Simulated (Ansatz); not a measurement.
# 3-layer 1T-MgI2 (AA) in a perpendicular field, part 2 of 2

Wanted: the out-of-plane response of the 3-layer 1T-MgI2 (AA). A positive field points along +c.

Ansatz 0.2.0; plane-wave DFT, PBE-D3(BJ), Ansatz PAW.

So far. Step 2 (Relaxation): The lattice constant a goes from 4.200 to 4.127 Å.

### 3. Atoms held, field 0, start network

A sawtooth potential applies the field, turning back in the middle of the vacuum. With the dipole correction the typed value is the field outside the slab. The induced dipole is small, so the SCF threshold is tight.

The cell differs from the one that the last finished run ended in (c 59.776 → 35.044 Å).

Contents of input.yaml:

```yaml
crystal:
  lattice:
    - [4.1266303493, 0.0, 0.0]
    - [-2.0633151747, 3.5737667145, 0.0]
    - [0.0, 0.0, 35.0441425863]
  atoms:
    - { symbol: I, position: [0.6666666667, 0.3333333333, 0.2568189528] }
    - { symbol: Mg, position: [0.0, 0.0, 0.3048207634] }
    - { symbol: I, position: [0.3333333333, 0.6666666667, 0.3527142417] }
    - { symbol: I, position: [0.6666666667, 0.3333333333, 0.4521535884] }
    - { symbol: Mg, position: [0.0, 0.0, 0.5] }
    - { symbol: I, position: [0.3333333333, 0.6666666667, 0.5478464116] }
    - { symbol: I, position: [0.6666666667, 0.3333333333, 0.6472857583] }
    - { symbol: Mg, position: [0.0, 0.0, 0.6951792366] }
    - { symbol: I, position: [0.3333333333, 0.6666666667, 0.7431810472] }
kpoints:
  mp_grid: { grid: [12, 12, 1] }
  band_path:
    path: [[0, 0, 0], [0.5, 0, 0], [0.33333333, 0.33333333, 0], [0, 0, 0]]
    npoints: 16
hamiltonian:
  xc: pbe
  dispersion: d3bj
scf:
  occupations: { method: fermi_dirac, width: 0.02585 }
  convergence: { dr2_threshold: 1.0e-10 }
efield:
  axis: 3
  dipole_correction: true
  ramp_position: 0.97
  ramp_width: 0.06
  amplitude: 0
output:
  dos: { projected: true, e_range: [-6, 5] }
  write_potential: true
  write_density: true
  volumetric_format: npy
  elf: true
```

The run is started by

```
$ ansatz run input.yaml --threads 4 --pin off --max-ram 8192MiB --backend cpu --events-out ev --progress --plain --runs-dir out
```

Numbers of over 12 decimals in the logs are rounded to 6 here.

The log of the run:

```text
[...]
Crystal: 9 atoms, lattice volume = 516.817 Å³
Basis set: ecut = 420 eV, 10005 PW (Γ)
Bands: 80, of which v1, the nominal top of the filled ones, is band 66 counted from 1 (65 counted from 0)
Symmetry: 6 space group operations
k-points: 19 of 144 (time reversal used)
[...]
SCF iter   1: F=—  HF=-50860.916515 eV  |F-HF|=—  |Δ(HF+E_count)|=         —  Δρ=5.92e-4  dr2=3.88e-3  ethr=1.77e-3  p=0.000 e·Å  D=2.36e-13 V/Å  ΔV_dip=-0.00 eV  dr2_dipole=1.59e-8  V_vac-E_F(+/−)=4.74/4.74 eV  ⟨swp⟩=13.3  Hψ=8424  notcnv=0  defer=37
efield: sawtooth ramp at fractional position 0.9700 (set: `efield.ramp_position`, or a place that a band, a saddle search or an elastic batch's reference lends), width 0.0600; the density the first Hamiltonian is built on has a dipole p = 0.000 e·Å; the dipole correction subtracts the counter field D = 2.36e-13 V/Å, which shifts the + side's vacuum level by -0.00 eV against the − side's; the planar-averaged density in the ramp window peaks in size at 1.9e-5 e/Å³
[...]
SCF iter   2: F=—  HF=-50860.921019 eV  |F-HF|=—  |Δ(HF+E_count)|=   4.50e-3  Δρ=4.84e-4  dr2=5.12e-3  ethr=2.94e-6  p=-0.000 e·Å  D=-2.46e-5 V/Å  ΔV_dip=0.00 eV  dr2_dipole=1.86e-8  V_vac-E_F(+/−)=4.63/4.63 eV  ⟨swp⟩=3.1  Hψ=2795  notcnv=0  defer=139
[...]
SCF iter  11: F=-50860.920497 eV  HF=-50860.920497 eV  |F-HF|=1.46e-10  |Δ(HF+E_count)|=  1.02e-10  Δρ=5.37e-8  dr2=3.39e-11  ethr=1.00e-12  p=0.000 e·Å  D=5.10e-7 V/Å  ΔV_dip=-0.00 eV  dr2_dipole=1.20e-11  V_vac-E_F(+/−)=4.52/4.52 eV  ⟨swp⟩=20.1  Hψ=6744  notcnv=0
SCF 1 converged in 11 iterations: F = -50860.920497 eV  dr2 = 3.39e-11
[...]
NSCF: frozen V_eff on 49 k-points
efield: sawtooth ramp at fractional position 0.9700 (kept from the solve that this one continues, or follows in the run), width 0.0600; the density the first Hamiltonian is built on has a dipole p = 0.000 e·Å; the dipole correction subtracts the counter field D = 5.10e-7 V/Å, which shifts the + side's vacuum level by -0.00 eV against the − side's; the planar-averaged density in the ramp window peaks in size at 1.3e-5 e/Å³
WARN: The output density's exchange-correlation potential varies sharply where the density is thin. Do not read a vacuum level from v_tot or v_xc, or from such a field of the output density. On a cell that repeats whose density bears no net charge and no dipole along the vacuum's axis use v_es (v_loc + v_h of the components); under efield.dipole_correction with no amplitude use v_es + v_field, which holds any externa [...]
SCF converged after 11 iterations
Free energy (F): -50860.920497 eV
[...]
Internal energy: -50860.920497 eV  (E = F + TS)
E sigma→0 (E₀):  -50860.920497 eV
Fermi energy:    2.140609 eV
Dipole field:    D = -0.000002 V/Å  (p = -0.000007 e·Å, saw-weighted, corrected)
Work function:   Φ+ = 4.5211 eV   Φ− = 4.5210 eV
Levels:          The Fermi level and band energies are counted from a zero that moves with the ramp; work functions are not
[...]
--- Band table (eV; the first three rows and the last of 19) ---
  k-point 0: bands = [... 62 lower, 0.3139, 0.3139, 0.3391, 0.3391, 4.2405, 4.5494, 4.9469, 5.2317, ... 10 higher]
  k-point 1: bands = [... 62 lower, 0.2337, 0.2381, 0.2965, 0.3291, 4.5410, 4.7894, 5.1191, 5.5312, ... 10 higher]
  k-point 2: bands = [... 62 lower, 0.1463, 0.1649, 0.2201, 0.2674, 5.0073, 5.0885, 5.2068, 5.8188, ... 10 higher]
  k-point 18: bands = [... 62 lower, -0.5076, -0.5076, -0.2686, -0.2686, 4.3780, 4.7046, 5.0654, 6.2726, ... 10 higher]
```

Elapsed: 92 s, on 4 threads of Intel Xeon at 2.50GHz (Skylake/Cascade Lake), shared host; peak memory 2.1 GiB; 5.9 min of CPU time.

In the SCF lines HF is the Harris–Foulkes energy and dr2 the Hartree energy of the density residual, in eV; the loop may stop once dr2 is under the threshold and the program's other checks hold. Hψ counts applications of the Hamiltonian.

Numbers from this step:

| Quantity | Value |
| --- | --- |
| dipole along the normal | -6.82e-6 e·Å |
| gap along the path | 3.588 eV |
| smallest direct gap along the path | 3.901 eV |
| ionisation energy, upper face | 6.323 eV |
| electron affinity, upper face | 2.734 eV |
| gap, the smaller of path and mesh | 3.588 eV |

Running mean over a fixed 2.8 Å (it still follows the layers) of the planar mean; the ramp of the sawtooth is left out. Table of electron's electrostatic potential energy less the Fermi level by z:

```csv
z (Å),electron's electrostatic potential energy less the Fermi level (eV)
4,4.52
5,4.52
6,4.47
7,3.54
8,1.15
9,-1.54
10,-3.55
11,-3.69
12,-2.74
13,0.0324
14,1.33
15,0.530
16,-2.09
17,-3.62
18,-3.63
19,-2.24
20,0.428
21,1.33
22,0.141
23,-2.60
24,-3.67
25,-3.55
26,-1.67
27,1.03
28,3.44
29,4.46
30,4.52
31,4.52
```

The density of states has structure finer than the step of the table below, so its rows give means over 0.25 eV, whole bins alone (the curve runs from -6 to 3.76 eV). Peaks (eV: height): -5.090: 13.5, -4.810: 15.8, -4.620: 22.3, -4.480: 14.1, -2.660: 25.6, -2.580: 34.1, -2.360: 37.5.

Density of states against energy, zero at the Fermi level of the run, which the smearing sets inside the gap; means over each step:

```csv
energy (eV),density of states (states/eV a cell)
-5.75,0
-5.50,0.723
-5.25,7.46
-5.00,10.6
-4.75,9.18
-4.50,8.80
-4.25,4.85
-4.00,4.41
-3.75,8.26
-3.50,9.63
-3.25,10.4
-3.00,11.2
-2.75,12.9
-2.50,20.3
-2.25,18.9
-2.00,7.83
-1.75,1.28
-1.50,0
-1.25,0
-1.00,0
-0.75,0
-0.50,0
-0.25,0
0.00,0
0.25,0
0.50,0
0.75,0
1.00,0
1.25,0
1.50,0
1.75,0.271
2.00,2.75
2.25,4.79
2.50,5.40
2.75,6.26
3.00,4.13
3.25,0.579
3.50,3.21
```

Projected DOS per atom over height of the atomic layer and energy from the Fermi level. Layers: I Mg I I Mg I I Mg I from below.

Values in states/eV, 22 rows by 9 columns, each cell a mean:
```
0.02 0.05 0.02 0.02 0.05 0.02 0.02 0.05 0.02
0.09 0.31 0.10 0.10 0.32 0.10 0.10 0.31 0.09
0.29 1.08 0.29 0.25 0.93 0.25 0.29 1.08 0.29
0.18 0.74 0.17 0.20 0.84 0.20 0.17 0.74 0.18
0.04 0.18 0.04 0.04 0.19 0.04 0.04 0.18 0.04
0.00 0.00 0.00 0.00 0.00 0.00 0.00 0.00 0.00
0.00 0.00 0.00 0.00 0.00 0.00 0.00 0.00 0.00
0.00 0.00 0.00 0.00 0.00 0.00 0.00 0.00 0.00
0.00 0.00 0.00 0.00 0.00 0.00 0.00 0.00 0.00
0.00 0.00 0.00 0.00 0.00 0.00 0.00 0.00 0.00
0.00 0.00 0.00 0.00 0.00 0.00 0.00 0.00 0.00
0.00 0.00 0.00 0.00 0.00 0.00 0.00 0.00 0.00
0.36 0.00 0.35 0.41 0.00 0.41 0.35 0.00 0.36
2.41 0.01 2.70 2.72 0.01 2.72 2.70 0.01 2.41
2.74 0.02 2.44 2.15 0.02 2.15 2.44 0.02 2.74
1.90 0.02 1.60 1.86 0.02 1.86 1.60 0.02 1.90
1.56 0.03 1.52 1.48 0.03 1.48 1.52 0.03 1.56
0.73 0.02 0.76 0.84 0.03 0.84 0.76 0.02 0.73
1.18 0.05 1.25 1.19 0.08 1.19 1.25 0.05 1.18
1.28 0.60 1.41 1.25 0.45 1.25 1.41 0.60 1.28
0.50 0.35 0.64 0.76 0.45 0.76 0.64 0.35 0.50
0.00 0.00 0.00 0.00 0.00 0.00 0.00 0.00 0.00
```
Columns: height of the atomic layer (Å) from 9 to 26.0 (not evenly spaced); rows upwards: energy from the Fermi level (eV) from -5.96 to 3.76.

Electronic bands along the path, in eV, zero at the Fermi level of the run, which the smearing sets inside the gap:

```csv
point,band 63,band 64,band 65,band 66,band 67,band 68,band 69,band 70
Γ,-1.83,-1.83,-1.80,-1.80,2.10,2.41,2.81,3.09
halfway,-2.13,-2.09,-2.05,-1.99,2.55,2.72,2.86,3.63
M,-2.56,-2.41,-2.31,-2.23,1.79,1.81,1.88,3.36
halfway,-2.62,-2.59,-2.43,-2.38,2.27,2.35,2.44,3.97
K,-2.65,-2.65,-2.41,-2.41,2.24,2.56,2.92,4.13
halfway,-2.45,-2.35,-2.18,-2.09,2.94,2.99,3.02,4.14
Γ,-1.83,-1.83,-1.80,-1.80,2.10,2.41,2.81,3.09
```

Electrostatic potential energy in the ca plane at fractional y = 0.000, with atoms of Mg within 0.2 Å of it. With pseudopotentials it is smooth inside the atoms' cores, unlike the true potential.

Ten even steps from '0' (-29 eV) to '9' (7 eV), each cell a mean:
```
99999999999999999999985000268999999999997500
99999999999999999999987422578999999999998742
99999999999999999999988777788999999999998877
99999999999999999998888888888889999999888888
99999999999999999987788999988788999998778899
99999999999999999987788999987778999998778899
99999999999999999988888999988889999998888899
99999999999999999999888888888899999999988888
99999999999999999999987655688999999999998765
99999999999999999999986200378999999999998620
99999999999999999999985000168999999999997400
```
Columns run along c (16.0 Å, from fractional 0.05 to 0.51 of the cell; values clipped at the 3rd and 97th percentile), rows up along a (4.1 Å). Atoms in or near the plane, at fractional coordinates: Mg at (0.30, 0.00), Mg at (0.50, 0.00).

ELF in the ca plane at fractional y = 0.000, with atoms of Mg within 0.2 Å of it. It is the smooth field of the valence electrons, not physical close to the nuclei.

Ten even steps from '0' (0.00) to '9' (0.75), each cell a mean:
```
00000000000000000000110445301100000000010144
00000000000000000112331132023321000011233113
00000000000000012457775100267765200135777510
00000000000000135799998412589998500268999741
00000000000000247999998412699999610389999841
00000000000001257999998412699999610389999841
00000000000000146899998422699999510379999841
00000000000000024678887311489886300157898631
00000000000000001234552011145543100023455201
00000000000000000001210354202110000000121035
00000000000000000000001534400000000000000153
```
Columns run along c (16.0 Å, from fractional 0.05 to 0.51 of the cell), rows up along a (4.1 Å). Atoms in or near the plane, at fractional coordinates: Mg at (0.30, 0.00), Mg at (0.50, 0.00).

Valence density in the ca plane at fractional y = 0.000, with atoms of Mg within 0.2 Å of it. It is the smooth field of the valence electrons, not physical close to the nuclei.

Ten steps, logarithmic in the rise over the least value, from '0' (0 e/Å³) to '9' (25 e/Å³), each cell a mean:
```
00000000000000000000001588400000000000000168
00000000000000000000000133100000000000000024
00000000000000000000000000001000000000000000
00000000000000000011111000011110000001111100
00000000000000000011111000011111000001111100
00000000000000000011111000011111000001111100
00000000000000000011111000011111000001111100
00000000000000000001110000011100000000111000
00000000000000000000000111000000000000000011
00000000000000000000000466200000000000000147
00000000000000000000001799500000000000000279
```
Columns run along c (16.0 Å, from fractional 0.05 to 0.51 of the cell), rows up along a (4.1 Å). Atoms in or near the plane, at fractional coordinates: Mg at (0.30, 0.00), Mg at (0.50, 0.00).

The gap is 3.59 eV, with the valence edge 6.32 eV and the conduction edge 2.73 eV under the upper vacuum level. Spin-orbit coupling, left out in this run, matters for the bands of elements this heavy.

### 4. Atoms held, field 0.1 V/Å

input.yaml: that of step 3 with these lines changed.

```diff
@@ -31,5 +31,4 @@
   ramp_width: 0.06
-  amplitude: 0
+  amplitude: 0.1
 output:
-  dos: { projected: true, e_range: [-6, 5] }
   write_potential: true
@@ -37,2 +36 @@
   volumetric_format: npy
-  elf: true
```

The log of the run:

```text
[...]
Crystal: 9 atoms, lattice volume = 516.817 Å³
Basis set: ecut = 420 eV, 10005 PW (Γ)
Bands: 80, of which v1, the nominal top of the filled ones, is band 66 counted from 1 (65 counted from 0)
Symmetry: 6 space group operations
k-points: 19 of 144 (time reversal used)
[...]
k-point 0: bands = [... 62 lower, 0.3020, 0.3020, 0.4893, 0.4893, 4.1828, 4.5679, 4.9686, 5.1124, ... 10 higher]
  k-point 1: bands = [... 62 lower, 0.1589, 0.2817, 0.3031, 0.4722, 4.4710, 4.8132, 5.1536, 5.4030, ... 10 higher]
  k-point 2: bands = [... 62 lower, 0.0388, 0.2002, 0.2043, 0.3981, 4.8946, 5.1032, 5.2966, 5.6544, ... 10 higher]
  k-point 18: bands = [... 62 lower, -0.5290, -0.4971, -0.2343, -0.1955, 4.3383, 4.7038, 5.1038, 6.2158, ... 10 higher]
[key lines of the parts left out:]
SCF converged after 12 iterations
Free energy (F): -50860.926825 eV
Fermi energy:    2.146483 eV
Dipole field:    D = 0.044315 V/Å  (p = 0.126568 e·Å, saw-weighted, corrected)
```

The job ended after 92 s (4 threads; peak memory 1.8 GiB; 5.9 min of CPU time).

The dipole is 0.127 e·Å, and the gap 3.301 eV.

### 5. Single point, field -0.1 V/Å

input.yaml: that of step 4 with these lines changed.

```diff
@@ -31,3 +31,3 @@
   ramp_width: 0.06
-  amplitude: 0.1
+  amplitude: -0.1
 output:
```

The log of the run:

```text
[...]
Crystal: 9 atoms, lattice volume = 516.817 Å³
Basis set: ecut = 420 eV, 10005 PW (Γ)
Bands: 80, of which v1, the nominal top of the filled ones, is band 66 counted from 1 (65 counted from 0)
Symmetry: 6 space group operations
k-points: 19 of 144 (time reversal used)
[...]
k-point 0: bands = [... 62 lower, 0.3020, 0.3020, 0.4893, 0.4893, 4.1828, 4.5679, 4.9686, 5.1124, ... 10 higher]
  k-point 1: bands = [... 62 lower, 0.1589, 0.2817, 0.3031, 0.4722, 4.4710, 4.8132, 5.1536, 5.4030, ... 10 higher]
  k-point 2: bands = [... 62 lower, 0.0388, 0.2002, 0.2043, 0.3981, 4.8946, 5.1032, 5.2966, 5.6544, ... 10 higher]
  k-point 18: bands = [... 62 lower, -0.5290, -0.4971, -0.2343, -0.1955, 4.3383, 4.7038, 5.1038, 6.2158, ... 10 higher]
[key lines of the parts left out:]
SCF converged after 12 iterations
Free energy (F): -50860.926825 eV
Fermi energy:    2.146483 eV
Dipole field:    D = -0.044315 V/Å  (p = -0.126568 e·Å, saw-weighted, corrected)
```

The job ended after 90 s (4 threads; peak memory 1.8 GiB).

The dipole is -0.127 e·Å, and the gap 3.301 eV.

### 6. Single point, field 0.2 V/Å

input.yaml: that of step 5 with these lines changed.

```diff
@@ -31,3 +31,3 @@
   ramp_width: 0.06
-  amplitude: -0.1
+  amplitude: 0.2
 output:
```

The log of the run:

```text
[...]
Crystal: 9 atoms, lattice volume = 516.817 Å³
Basis set: ecut = 420 eV, 10005 PW (Γ)
Bands: 80, of which v1, the nominal top of the filled ones, is band 66 counted from 1 (65 counted from 0)
Symmetry: 6 space group operations
k-points: 19 of 144 (time reversal used)
[...]
k-point 0: bands = [... 62 lower, 0.3752, 0.3752, 0.6663, 0.6663, 4.0495, 4.5873, 4.9315, 5.0644, ... 10 higher]
  k-point 1: bands = [... 62 lower, 0.2652, 0.3154, 0.4496, 0.6463, 4.3216, 4.8338, 5.2134, 5.2730, ... 10 higher]
  k-point 2: bands = [... 62 lower, 0.0533, 0.2150, 0.2893, 0.5681, 4.7208, 5.0977, 5.3969, 5.4511, ... 10 higher]
  k-point 18: bands = [... 62 lower, -0.5516, -0.4849, -0.1315, -0.0577, 4.2379, 4.7017, 5.2000, 6.1083, ... 10 higher]
[key lines of the parts left out:]
SCF converged after 12 iterations
Free energy (F): -50860.945812 eV
Fermi energy:    2.150649 eV
Dipole field:    D = 0.088643 V/Å  (p = 0.253174 e·Å, saw-weighted, corrected)
```

It took 91 s on 4 threads; peak memory 1.8 GiB; 5.8 min of CPU time.

The dipole is 0.253 e·Å, and the gap 2.957 eV.

### 7. Atoms held, field 0.3 V/Å

input.yaml: that of step 6 with these lines changed.

```diff
@@ -31,3 +31,3 @@
   ramp_width: 0.06
-  amplitude: 0.2
+  amplitude: 0.3
 output:
```

The log of the run:

```text
[...]
Crystal: 9 atoms, lattice volume = 516.817 Å³
Basis set: ecut = 420 eV, 10005 PW (Γ)
Bands: 80, of which v1, the nominal top of the filled ones, is band 66 counted from 1 (65 counted from 0)
Symmetry: 6 space group operations
k-points: 19 of 144 (time reversal used)
[...]
k-point 0: bands = [... 62 lower, 0.5172, 0.5172, 0.8474, 0.8474, 3.8790, 4.5696, 4.7975, 4.8982, ... 10 higher]
  k-point 1: bands = [... 62 lower, 0.3891, 0.4380, 0.6177, 0.8247, 4.1357, 4.8093, 4.9877, 5.0899, ... 10 higher]
  k-point 2: bands = [... 62 lower, 0.1594, 0.2694, 0.4085, 0.7428, 4.5259, 5.0123, 5.1252, 5.5272, ... 10 higher]
  k-point 18: bands = [... 62 lower, -0.5702, -0.4685, -0.0029, 0.1043, 4.1052, 4.6980, 5.3259, 5.9689, ... 10 higher]
[key lines of the parts left out:]
SCF converged after 12 iterations
Free energy (F): -50860.977462 eV
Fermi energy:    2.155282 eV
Dipole field:    D = 0.132998 V/Å  (p = 0.379859 e·Å, saw-weighted, corrected)
```

Run time: 96 s. Hardware: 4 threads; peak memory 1.8 GiB.

The dipole is 0.380 e·Å, and the gap 2.605 eV.

### 8. Response, atoms held

This step: plane-wave DFT, PBE-D3(BJ), Ansatz PAW; response to a field along the normal, atoms held (Ansatz 0.2.0).

The dipoles give the slope, and the difference of two potentials shows where the field is screened.

Numbers from this step:

```
equivalent conductor thickness p/(ε₀AE) : 15.53 Å
distance between the outer atoms        : 17.04 Å
```

Dipole of the cell against applied field:

```csv
applied field (V/Å),dipole of the cell (e·Å)
-0.100,-0.127
0.000,-6.8e-6
0.100,0.127
0.200,0.253
0.300,0.380
```

Local field over the applied field, running mean. From the potentials at -0.1 and 0.1 V/Å; running mean over 2.8 Å. The local field over applied field by z:

z (Å), local field over applied field and a bar from the least value:
```
        5      0.994 ##############################
        6      0.951 ############################
        7      0.758 #####################
        8      0.443 ##########
        9      0.204 #
       10      0.180 
       11      0.180 
       12      0.180 
       13      0.287 ####
       14      0.390 ########
       15      0.320 #####
       16      0.187 
       17      0.179 
       18      0.179 
       19      0.185 
       20      0.314 #####
       21      0.390 ########
       22      0.295 ####
       23      0.181 
       24      0.180 
       25      0.180 
       26      0.199 #
       27      0.429 #########
       28      0.745 #####################
       29      0.946 ############################
       30      0.993 ##############################
```

Electrons, planar mean, per unit field. Induced electron density against z:

```csv
z (Å),induced electron density (e/Å³ per V/Å)
4.5,5.8e-6
5.0,2.0e-5
5.5,6.3e-5
6.0,1.9e-4
6.5,5.4e-4
7.0,0.00137
7.5,0.00281
8.0,0.00334
8.5,0.00145
9.0,7.3e-4
9.5,-3.7e-4
10.0,-0.00204
10.5,-8.4e-4
11.0,0.00147
11.5,0.00165
12.0,2.4e-4
12.5,-0.00118
13.0,-0.00182
13.5,-0.00266
14.0,-5.7e-4
14.5,0.00202
15.0,0.00252
15.5,0.00139
16.0,1.8e-4
16.5,-8.2e-4
17.0,-0.00202
17.5,-9.9e-5
18.0,0.00196
18.5,0.00100
19.0,-3.2e-5
19.5,-0.00137
20.0,-0.00241
20.5,-0.00220
21.0,3.2e-4
21.5,0.00257
22.0,0.00198
22.5,0.00129
23.0,-1.8e-4
23.5,-0.00150
24.0,-0.00165
24.5,6.3e-4
25.0,0.00211
25.5,4.8e-4
26.0,-5.7e-4
26.5,-0.00140
27.0,-0.00325
27.5,-0.00294
28.0,-0.00148
28.5,-5.9e-4
29.0,-2.1e-4
29.5,-6.9e-5
30.0,-2.2e-5
30.5,-6.5e-6
```

The smaller of the gaps on the path and on the k-mesh, counted as 0 under 0.03 eV; in a wide-gap layer a fall can come from a state in the tilted vacuum. Table of gap by applied field:

```csv
applied field (V/Å),gap (eV)
-0.100,3.30
0.000,3.59
0.100,3.30
0.200,2.96
0.300,2.61
```

By hand: between -0.1 and 0.1 V/Å the dipole changes by 0.2531 e·Å, a slope of 1.266 e·Å²/V. A perfect conductor of thickness t has p = ε₀AEt, so t = 180.95 × 1.266 / 14.748 = 15.53 Å (e/ε₀ = 180.95 V·Å, A in Å²).

The induced dipole is that of a conductor 15.53 Å thick.

### 9. Outcome

```yaml
gap_without_field: 3.59 eV
ionisation_energy_upper_face: 6.32 eV
electron_affinity_upper_face: 2.73 eV
equivalent_conductor_thickness_atoms_held: 15.5 Å
```

In words: The induced dipole equals that of a perfect conductor 15.53 Å thick, while the outer atoms lie 17.04 Å apart; an out-of-plane ε follows only once a thickness t is chosen, by 1 − 1/ε = 15.53 Å / t. The gap goes from 3.59 eV to 2.61 eV at 0.3 V/Å. In a field the lowest empty level of a wide-gap layer can be a state in the vacuum, whose place depends on the cell. With the field reversed the gap is 3.30 eV at -0.1 V/Å. Semilocal functionals give gaps that are too small, and excitons are not included. Atoms moved by up to 1.3 Å in the relaxation, so the end structure is to be read from its coordinates and not from the name. Spin-orbit coupling is left out, which matters for the bands of elements this heavy.

[Logs are printed without paths, hosts, clocks, repeated set-up lines and the standing remarks that a program may print on its own settings, such as how far it seeks lower states.]

[Hosts, paths, dates, database ids (printed as entryN), source tags and the programs' standing remarks are cut or masked in the printed files.]

[Maps of the electrostatic potential energy from Ansatz leave out the sawtooth potential of an applied field or a dipole correction, so their vacuum need not be flat; planar profiles and work functions include it.]
